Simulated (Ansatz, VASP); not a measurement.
SiC in VASP and in Ansatz

Contents of INCAR:

```
SYSTEM = SiC
PREC = Accurate
ENCUT = 520
EDIFF = 1E-6
ISMEAR = -1
SIGMA = 0.02
LREAL = .False.
LASPH = .True.
NELM = 150
ALGO = Normal
ISIF = 2
LWAVE = .False.
LCHARG = .False.
ISPIN = 2
MAGMOM = 0 0
LORBIT = 11
GGA = PE
NBANDS = 15
```

KPOINTS

```
Automatic mesh
0
Gamma
  8 8 8
  0 0 0
```

The input POSCAR:

```
SiC
1.0
    0.0000000000      2.0138689999      2.0138689999
    2.0138689999      0.0000000000      2.0138689999
    2.0138689999      2.0138689999      0.0000000000
Si C
1 1
Direct
    0.0000000000      0.0000000000      0.0000000000
    0.5000000000      0.5000000000      0.5000000000
```

Input for Ansatz:

```yaml
crystal:
  lattice:
    - [0.0, 2.0138689999, 2.0138689999]
    - [2.0138689999, 0.0, 2.0138689999]
    - [2.0138689999, 2.0138689999, 0.0]
  atoms:
    - { symbol: Si, position: [0.0, 0.0, 0.0] }
    - { symbol: C, position: [0.5, 0.5, 0.5] }
kpoints:
  mp_grid: { grid: [8, 8, 8] }
hamiltonian:
  xc: pbe
scf:
  occupations: { method: fermi_dirac, width: 0.02 }
  n_extra_bands: 4
  max_iter: 94
output:
  forces: true
  stress: true
  eigenvalues: true
magnetization:
  spin_polarized: true
  initial_magnetization: 2.0
```

Alike in both runs: task single point; functional PBE; k mesh 8 × 8 × 8; occupations fermi-dirac, width 0.02 eV; collinear spin.

|  | VASP | Ansatz |
| --- | --- | --- |
| version | VASP 6.6.1 | Ansatz 0.2.0 |
| potentials or method | VASP PAW PBE potentials, release 64 (Si, C) | plane waves |
| plane-wave cutoff (eV) | 520 | 420 |
| valence electrons in the cell | 8 | 8 |

```csv
,VASP,Ansatz,Ansatz less VASP
gap on the k mesh at the Fermi level (eV),none,none,-
pressure (GPa),6.3,6.1,-0.17
net moment per atom (μB),0.00,0.00,0.000
```

A gap of «none» marks a metal or a gap that the smearing closes. With one functional, cell and mesh, what is left measures potentials, basis and numerics. Ansatz warned: «seeded_moment_not_kept».
